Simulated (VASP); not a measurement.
# Li (Fm-3m) in VASP: notebook

The runs below take Li through single point, with PBEsol, PBEsol+D4.

Program: VASP 6.6.1. These are calculated values, not measurements. Logs are shortened: lines on timing, memory, paths and dates and some standing lists are left out, and cuts for length are marked.

## Step 1: The crystal as given

It takes space group Fm-3m (No. 225, cubic). The conventional cell has a = 4.404 Å, b = 4.404 Å, c = 4.404 Å, α = 90.00°, β = 90.00°, γ = 90.00°. Li (site symmetry m-3m) has 12 Li at 3.11 Å as nearest neighbours.

This isn't the form of Li at room conditions, which is bcc.

## Step 2: Single point, PBEsol, collinear spin, typed start (volume scaled by 1.04)

Contents of INCAR:

```
ALGO = Fast ; EDIFF = 1E-6
ENCUT = 520 ; GGA = PS
ISIF = 2 ; ISMEAR = 0
ISPIN = 2 ; LASPH = T
LCHARG = F ; LORBIT = 11
LREAL = F ; LWAVE = F
MAGMOM = 1 ; NBANDS = 12
NELM = 150 ; NUPDOWN = 1.0
PREC = Accurate ; SIGMA = 0.01
```

Contents of KPOINTS:

```
k-points
0
Gamma
  10 10 10
```

Contents of POSCAR:

```
Li
1.0
    0.0000000000      2.2309770072      2.2309770072
    2.2309770072      0.0000000000      2.2309770072
    2.2309770072      2.2309770072      0.0000000000
Li
1
Direct
    0.0000000000      0.0000000000      0.0000000000
```

Potentials or basis: VASP PAW PBE potentials, release 64 (Li_sv).

Command:

```console
cat potpaw_PBE.64/Li_sv/POTCAR > POTCAR
mpirun -np 1 vasp_std > vasp.out
```

OUTCAR:

```text
EDIFF = 1E-6
   ENCUT = 520
   GGA = PS
   ISIF = 2
   ISMEAR = 0
   ISPIN = 2
   LASPH = T
   LORBIT = 11
   LREAL = F
   NELM = 150
   NUPDOWN = 1.0
   PREC = Accurate

 ion  position               nearest neighbor table
   1  0.000  0.000  0.000-

  LATTYP: Found a face centered cubic cell.
 ALAT       =     4.4619540144

  Lattice vectors:

 A1 = (   0.0000000000,   2.2309770072,   2.2309770072)
 A2 = (   2.2309770072,   0.0000000000,   2.2309770072)
 A3 = (   2.2309770072,   2.2309770072,   0.0000000000)

Analysis of symmetry for initial positions (statically):
=====================================================================
 Subroutine PRICEL returns:
 Original cell was already a primitive cell.

 Routine SETGRP: Setting up the symmetry group for a
 face centered cubic supercell.

 Subroutine GETGRP returns: Found 48 space group operations
 (whereof 48 operations were pure point group operations)
 out of a pool of 48 trial point group operations.

The static configuration has the point symmetry O_h .

Analysis of symmetry for dynamics (positions and initial velocities):
=====================================================================
 Subroutine PRICEL returns:
 Original cell was already a primitive cell.

 Routine SETGRP: Setting up the symmetry group for a
 face centered cubic supercell.

 Subroutine GETGRP returns: Found 48 space group operations
 (whereof 48 operations were pure point group operations)
 out of a pool of 48 trial point group operations.

The dynamic configuration has the point symmetry O_h .

Analysis of structural, dynamic, and magnetic symmetry:
=====================================================================
 Subroutine PRICEL returns:
 Original cell was already a primitive cell.

 Routine SETGRP: Setting up the symmetry group for a
 face centered cubic supercell.

 Subroutine GETGRP returns: Found 48 space group operations
 (whereof 48 operations were pure point group operations)
 out of a pool of 48 trial point group operations.

The overall configuration has the point symmetry O_h .

 Subroutine INISYM returns: Found 48 space group operations
 (whereof 48 operations are pure point group operations),
 and found     1 'primitive' translations

----------------------------------------------------------------------------------------

                                     Primitive cell

  volume of cell :      22.2083

  direct lattice vectors                    reciprocal lattice vectors
     0.000000000  2.230977007  2.230977007    -0.224117057  0.224117057  0.224117057
[... 114 lines left out ...]
   LRPA    =     F    only Hartree local field effects (RPA)
 spin polarized calculation
 RMM-DIIS sequential band-by-band and
 Gauss-broadening in eV      SIGMA  =   0.01
  energy-cutoff  :      520.00
  volume of cell :       22.21
 maximum number of plane-waves:       610
   NGX = 11   NGY = 11   NGZ = 11

 number of electron       3.0000012 magnetization       0.9999999

 Free energy of the ion-electron system (eV)
  ---------------------------------------------------
  ext. energy  EPLUGINS =         0.00000000
  ---------------------------------------------------
  free energy    TOTEN  =        -1.24894556 eV

  energy without entropy =       -1.24891469  energy(sigma->0) =       -1.24893012

 E-fermi : -45.3661     XC(G=0):  -6.6992

 val. band max:        2.2746962890   @ k =  -0.3000   0.5000   0.2000
 cond. band min:      -2.0195471767   @ k =   0.0000   0.0000   0.0000
 fundamental gap:     -4.2942434657
 Fermi energy:         2.2777430039

 spin component 1

 k-point     1 :       0.0000    0.0000    0.0000
  band No.  band energies     occupation
      1     -45.8372      1.00000
      2      -3.8415      1.00000
      3      13.2786      0.00000
      4      13.2787      0.00000
      5      13.2787      0.00000
      6      16.7563      0.00000
      7      16.7564      0.00000
      8      16.7564      0.00000
      9      17.5630      0.00000
     10      21.8830      0.00000
     11      23.4211      0.00000
     12      23.4211      0.00000
[... 333 lines left out ...]
      1     -45.8224      1.00000
      2      -0.8748      1.00000
      3       6.6225      0.00000
      4       7.7437      0.00000
      5       8.4093      0.00000
      6      11.5562      0.00000
      7      14.1565      0.00000
      8      23.4422      0.00000
      9      24.7028      0.00000
     10      27.3430      0.00000
     11      28.6606      0.00000
     12      28.8220      0.00000

 [... further k-points ...]

 spin component 2

 k-point     1 :       0.0000    0.0000    0.0000
  band No.  band energies     occupation
      1     -45.6208      1.00000
      2      -2.0195      0.00000
      3      14.1367      0.00000
      4      14.1367      0.00000
      5      14.1374      0.00000
      6      18.5349      0.00000
      7      18.5349      0.00000
      8      18.5352      0.00000
      9      19.8552      0.00000
     10      24.1467      0.00000
     11      25.4692      0.00000
     12      25.4703      0.00000
[... 333 lines left out ...]
      1     -45.6073      1.00000
      2       0.8865      0.00000
      3       8.2022      0.00000
      4       9.3369      0.00000
      5       9.7022      0.00000
      6      13.3821      0.00000
      7      15.5186      0.00000
      8      24.9334      0.00000
      9      26.1631      0.00000
     10      28.9583      0.00000
     11      30.2513      0.00000
     12      30.3712      0.00000

 [... further k-points ...]
[... 5 lines left out ...]
  --------------------------------------------------------------------------------------
  -------------------------------------------------------------------------------------
  Total        0.1269284      0.1269284      0.1269284     -0.0000000      0.0000000      0.0000000
  in kB        9.1570191      9.1570191      9.1570191     -0.0000000      0.0000000      0.0000000
  external PRESSURE =       9.1570191 kB  Pullay stress =       0.0000000 kB

 VOLUME and BASIS-vectors are now :
 -----------------------------------------------------------------------------
  energy-cutoff  :      520.00
  volume of cell :       22.21
      direct lattice vectors                 reciprocal lattice vectors
     0.000000000  2.230977007  2.230977007    -0.224117057  0.224117057  0.224117057
     2.230977007  0.000000000  2.230977007     0.224117057 -0.224117057  0.224117057
     2.230977007  2.230977007  0.000000000     0.224117057  0.224117057 -0.224117057

 POSITION                                       TOTAL-FORCE (eV/Angst)
 -----------------------------------------------------------------------------------
      0.00000      0.00000      0.00000         0.000000      0.000000      0.000000
 -----------------------------------------------------------------------------------
    total drift:                               -0.000000      0.000000     -0.000000

  FREE ENERGIE OF THE ION-ELECTRON SYSTEM (eV)
  ---------------------------------------------------
  free  energy   TOTEN  =        -1.2489455585 eV

  energy  without entropy=       -1.2489146909  energy(sigma->0) =       -1.24893012

 total charge

# of ion       s       p       d       tot
------------------------------------------
    1        2.010   0.068   0.000   2.078

 magnetization (x)

# of ion       s       p       d       tot
------------------------------------------
    1        0.031   0.068   0.000   0.098
```

OSZICAR:

```text
N       E                     dE             d eps       ncg     rms          rms(c)
DAV:   1     0.409682269591E+01    0.40968E+01   -0.81860E+02  2264   0.214E+02
DAV:   2    -0.166339546759E+00   -0.42632E+01   -0.42252E+01  3036   0.418E+01
DAV:   3    -0.249308549131E+00   -0.82969E-01   -0.82884E-01  2884   0.455E+00
DAV:   4    -0.250146446083E+00   -0.83790E-03   -0.83776E-03  2620   0.424E-01
DAV:   5    -0.250155954515E+00   -0.95084E-05   -0.95084E-05  2740   0.396E-02    0.863E+00
RMM:   6    -0.519137938942E+00   -0.26898E+00   -0.20959E-01  2645   0.216E+00    0.400E+00
RMM:   7    -0.120395669993E+01   -0.68482E+00   -0.44640E-02  2767   0.108E+00    0.435E-01
RMM:   8    -0.124700966754E+01   -0.43053E-01   -0.83703E-03  2786   0.550E-01    0.226E-01
RMM:   9    -0.124827223642E+01   -0.12626E-02   -0.31064E-03  2707   0.356E-01    0.566E-02
RMM:  10    -0.124712889347E+01    0.11433E-02   -0.11928E-03  3071   0.193E-01    0.254E-02
RMM:  11    -0.124774052157E+01   -0.61163E-03   -0.46288E-04  3300   0.119E-01    0.128E-02
RMM:  12    -0.124887477908E+01   -0.11343E-02   -0.21213E-04  3322   0.865E-02    0.146E-02
RMM:  13    -0.124889229809E+01   -0.17519E-04   -0.87538E-05  2994   0.562E-02    0.646E-03
RMM:  14    -0.124893776970E+01   -0.45472E-04   -0.36703E-05  2775   0.354E-02    0.439E-03
RMM:  15    -0.124894146514E+01   -0.36954E-05   -0.16670E-05  2846   0.236E-02    0.463E-03
RMM:  16    -0.124894354826E+01   -0.20831E-05   -0.80990E-06  2749   0.156E-02    0.860E-03
RMM:  17    -0.124894553645E+01   -0.19882E-05   -0.42658E-06  3057   0.121E-02    0.455E-04
RMM:  18    -0.124894555847E+01   -0.22025E-07   -0.13886E-06  2642   0.693E-03
   1 F= -.12489456E+01 E0= -.12489301E+01  d E =-.308676E-04  mag=     1.0000
```

Wall time 27 s (1 thread of Intel Xeon Platinum 8488C (Sapphire Rapids), shared host); peak memory 0.14 GiB.

What came out:

- Free energy: -1.2489 eV
- Net moment: 1.00 μB per cell
- Site moments: Li +0.10 μB
- Valence electrons inside the program's atomic spheres: Li 2.08

Caveat: the cutoff is under 1.25 times the usual one of these potentials, so pressure, stress and relaxed cells hold a basis-set (Pulay) error; the PAW data sets were made with another functional, which shifts forces and pressure a little; the total moment is fixed, so each spin has its own Fermi level.

## Step 3: Single point, PBEsol+D4

Contents of INCAR:

```
ALGO     = Normal         # electronic algorithm
EDIFF    = 1E-6           # SCF threshold, eV
ENCUT    = 520            # plane-wave cutoff, eV
GGA      = PS             # functional
ISIF     = 2              # what is computed and relaxed
ISMEAR   = -5             # smearing method
IVDW     = 13             # dispersion correction
LASPH    = T              # aspherical terms in the spheres
LCHARG   = T              # write CHGCAR
LELF     = T              # ELF
LREAL    = F              # projectors in reciprocal space
LVHAR    = T            
LWAVE    = F              # write WAVECAR
NBANDS   = 8              # bands
NELM     = 60             # most SCF steps
PREC     = Accurate       # precision mode
SIGMA    = 0.1            # smearing width, eV
```

KPOINTS is that of step 2.

Contents of POSCAR:

```
Li
1.0
    0.0000000000      2.2020000000      2.2020000000
    2.2020000000      0.0000000000      2.2020000000
    2.2020000000      2.2020000000      0.0000000000
Li
1
Direct
    0.0000000000      0.0000000000      0.0000000000
```

Potentials or basis: VASP PAW PBE potentials, release 64 (Li_sv).

Command:

```console
cat potpaw_PBE.64/Li_sv/POTCAR > POTCAR
mpirun -np 1 vasp_std > vasp.out
```

OUTCAR:

```text
EDIFF = 1E-6
   ENCUT = 520
   GGA = PS
   ISIF = 2
   ISMEAR = -5
   IVDW = 13
   LASPH = T
   LREAL = F
   NELM = 60
   PREC = Accurate

 ion  position               nearest neighbor table
   1  0.000  0.000  0.000-

  LATTYP: Found a face centered cubic cell.
 ALAT       =     4.4040000000

  Lattice vectors:

 A1 = (   0.0000000000,   2.2020000000,   2.2020000000)
 A2 = (   2.2020000000,   0.0000000000,   2.2020000000)
 A3 = (   2.2020000000,   2.2020000000,   0.0000000000)

Analysis of symmetry for initial positions (statically):
=====================================================================
 Subroutine PRICEL returns:
 Original cell was already a primitive cell.

 Routine SETGRP: Setting up the symmetry group for a
 face centered cubic supercell.

 Subroutine GETGRP returns: Found 48 space group operations
 (whereof 48 operations were pure point group operations)
 out of a pool of 48 trial point group operations.

The static configuration has the point symmetry O_h .

Analysis of symmetry for dynamics (positions and initial velocities):
=====================================================================
 Subroutine PRICEL returns:
 Original cell was already a primitive cell.

 Routine SETGRP: Setting up the symmetry group for a
 face centered cubic supercell.

 Subroutine GETGRP returns: Found 48 space group operations
 (whereof 48 operations were pure point group operations)
 out of a pool of 48 trial point group operations.

The dynamic configuration has the point symmetry O_h .

 Subroutine INISYM returns: Found 48 space group operations
 (whereof 48 operations are pure point group operations),
 and found     1 'primitive' translations

[... 114 lines left out ...]
     AMIX_MAG =   1.60;   BMIX_MAG =  1.00
  volume/ion in A,a.u.               =      21.35       144.10
  Fermi-wavevector in a.u.,A,eV,Ry     =   0.851049  1.608250  9.854489  0.724285
  Thomas-Fermi vector in A             =   1.967122
   LORBIT       =      0    0 simple, 1 ext, 2 COOP (PROOUT), +10 PAW based schemes
   GGA     = PS    functional components
   LHFCALC =     F    Hartree Fock is set to
   AEXX    =    0.0000 exact exchange contribution
   IVDW    =    13    specifies the selected vdW correction
   LEPSILON=     F    determine dielectric tensor
   LRPA    =     F    only Hartree local field effects (RPA)
 non-spin polarized calculation
 Fermi weights with tetrahedron method with Bloechl corrections
  energy-cutoff  :      520.00
  volume of cell :       21.35
 maximum number of plane-waves:       589
   NGX = 11   NGY = 11   NGZ = 11

 number of electron       3.0000005 magnetization

 Free energy of the ion-electron system (eV)
  ---------------------------------------------------
  ext. energy  EPLUGINS =         0.00000000
  ---------------------------------------------------
  free energy    TOTEN  =        -1.96593161 eV

  energy without entropy =       -1.96593161  energy(sigma->0) =       -1.96593161

 E-fermi :   0.4976     XC(G=0):  -6.8917

 val. band max:        0.4899259030   @ k =   0.5000   0.0000   0.0000
 cond. band min:       0.4611560216   @ k =   0.5000   0.3000   0.1000
 fundamental gap:     -0.0287698814
 Fermi energy:         0.4975646946

 k-point     1 :       0.0000    0.0000    0.0000
  band No.  band energies     occupation
      1     -45.5176      2.00000
      2      -3.0009      2.00000
      3      14.3458      0.00000
      4      14.3458      0.00000
      5      14.3458      0.00000
      6      18.1056      0.00000
      7      18.1056      0.00000
      8      18.1056      0.00000
[... 243 lines left out ...]
 k-point    24 :       0.4000    0.3000    0.0000
  band No.  band energies     occupation
      1     -45.5012      2.00000
      2       0.0017      1.77607
      3       7.6430      0.00000
      4       8.8232      0.00000
      5       9.4367      0.00000
      6      12.7585      0.00000
      7      15.3849      0.00000
      8      24.8755      0.00000

 [... further k-points ...]

------------------------ aborting loop because EDIFF is reached ----------------------------------------

  DFT-D4 for vdW energy calculation

  Edisp (eV):   -0.01057

  FORCE on cell =-STRESS in cart. coord.  units (eV):
  Direction    XX          YY          ZZ          XY          YZ          ZX
  --------------------------------------------------------------------------------------
  -------------------------------------------------------------------------------------
  Total      -0.11881    -0.11881    -0.11881    -0.00000    -0.00000     0.00000
  in kB      -8.91441    -8.91441    -8.91441    -0.00000    -0.00000     0.00000
  external pressure =       -8.91 kB  Pullay stress =        0.00 kB

 VOLUME and BASIS-vectors are now :
 -----------------------------------------------------------------------------
  energy-cutoff  :      520.00
  volume of cell :       21.35
      direct lattice vectors                 reciprocal lattice vectors
     0.000000000  2.202000000  2.202000000    -0.227066303  0.227066303  0.227066303
     2.202000000  0.000000000  2.202000000     0.227066303 -0.227066303  0.227066303
     2.202000000  2.202000000  0.000000000     0.227066303  0.227066303 -0.227066303

 POSITION                                       TOTAL-FORCE (eV/Angst)
 -----------------------------------------------------------------------------------
      0.00000      0.00000      0.00000        -0.000000      0.000000     -0.000000
 -----------------------------------------------------------------------------------
    total drift:                               -0.000000     -0.000000     -0.000000

  FREE ENERGIE OF THE ION-ELECTRON SYSTEM (eV)
  ---------------------------------------------------
  free  energy   TOTEN  =        -1.9765006739 eV

  energy  without entropy=       -1.9765006739  energy(sigma->0) =       -1.97650067
```

OSZICAR:

```text
N       E                     dE             d eps       ncg     rms          rms(c)
DAV:   1    -0.215676964281E+00   -0.21568E+00   -0.65842E+02   752   0.247E+02
DAV:   2    -0.194148917716E+01   -0.17258E+01   -0.17118E+01  1096   0.356E+01
DAV:   3    -0.196805073693E+01   -0.26562E-01   -0.26543E-01   920   0.320E+00
DAV:   4    -0.196857663941E+01   -0.52590E-03   -0.52580E-03  1184   0.297E-01
DAV:   5    -0.196857687815E+01   -0.23873E-06   -0.23867E-06   920   0.814E-03    0.388E-01
DAV:   6    -0.196669002475E+01    0.18869E-02   -0.62835E-04  1112   0.106E-01    0.216E-01
DAV:   7    -0.196592106041E+01    0.76896E-03   -0.13107E-03   976   0.173E-01    0.263E-02
DAV:   8    -0.196593334052E+01   -0.12280E-04   -0.14839E-04   952   0.681E-02    0.605E-03
DAV:   9    -0.196593195226E+01    0.13883E-05   -0.13025E-06   912   0.701E-03    0.778E-04
DAV:  10    -0.196593161253E+01    0.33973E-06   -0.90189E-08   624   0.246E-03
   1 F= -.19765007E+01 E0= -.19765007E+01  d E =0.000000E+00
```

stdout:

```text
POSCAR found type information on POSCAR Li
 POSCAR found :  1 types and       1 ions
 scaLAPACK will be used
 -----------------------------------------------------------------------------
|                                                                             |
[... 23 lines left out ...]
|     occupations, so forces and stress will be inaccurate. We suggest        |
|     using a different smearing scheme ISMEAR = 1 or 2 for metals in         |
|     relaxations.                                                            |
|                                                                             |
 -----------------------------------------------------------------------------
```

Run time: 11 s. Hardware: 1 thread of AMD EPYC 7R43 (Zen 3), shared host; peak memory 0.09 GiB.

What came out:

| Quantity | Value |
| --- | --- |
| Free energy | -1.9765 eV |
| Band gap on the k mesh | none (metal or under the smearing width) |
| Dispersion energy per atom | -0.011 eV |

Caveat: the cutoff is under 1.25 times the usual one of these potentials, so pressure, stress and relaxed cells hold a basis-set (Pulay) error; the PAW data sets were made with another functional, which shifts forces and pressure a little; pairwise dispersion overbinds metals, which lowers pressure and volume; tetrahedron occupations give inexact forces and stress in metals.
